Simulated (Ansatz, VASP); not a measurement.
# HfN in VASP and in Ansatz

INCAR

```
  PREC = Accurate
  ENCUT = 520
  EDIFF = 1E-6
  ISMEAR = -1
  SIGMA = 0.05
  LREAL = False
  LASPH = True
  NELM = 80
  ALGO = Normal
  ISIF = 2
  LWAVE = False
  LCHARG = True
  GGA = CA
  LELF = True
  LVHAR = True
  NBANDS = 14
```

File KPOINTS:

```
regular mesh
0
Gamma
  11 11 11
```

File POSCAR:

```
HfN
1.0
    0.0000000000      2.2357657262      2.2357657262
    2.2357657262      0.0000000000      2.2357657262
    2.2357657262      2.2357657262      0.0000000000
Hf N
1 1
Direct
    0.0000000000      0.0000000000      0.0000000000
    0.5000000000      0.5000000000      0.5000000000
```

Input for Ansatz:

```yaml
crystal:
  lattice:
    - [0.0, 2.235765726162113, 2.235765726162113]
    - [2.235765726162113, 0.0, 2.235765726162113]
    - [2.235765726162113, 2.235765726162113, 0.0]
  atoms:
    - { symbol: Hf, position: [0.0, 0.0, 0.0] }
    - { symbol: "N", position: [0.5, 0.5, 0.5] }
basis:
  ecutwfc: 500.0
kpoints:
  mp_grid:
    grid: [11, 11, 11]
hamiltonian:
  xc: lda
  pseudopotentials:
    kind: paw
scf:
  occupations:
    method: fermi_dirac
    width: 0.05
output:
  stress: true
```

Alike in both runs: task single point; functional LDA; k mesh 11 × 11 × 11; occupations fermi-dirac, width 0.05 eV; no spin polarisation.

|  | VASP | Ansatz |
| --- | --- | --- |
| version | VASP 6.6.1 | Ansatz 0.2.0 |
| potentials or method | VASP PAW LDA potentials, release 64 (Hf_pv, N) | plane waves, PAW |
| plane-wave cutoff (eV) | 520 | 500 |
| valence electrons in the cell | 15 | 31 |

Ansatz gave:

| Quantity | Value |
| --- | --- |
| pressure (GPa) | -0.7 |

**Question.** Which values does VASP return?

**Answer.** Pressure (GPa): -1.8.

The two sets of potentials don't hold the same shells in valence.

The runs have no spin-orbit coupling, so splittings on Hf are missing.
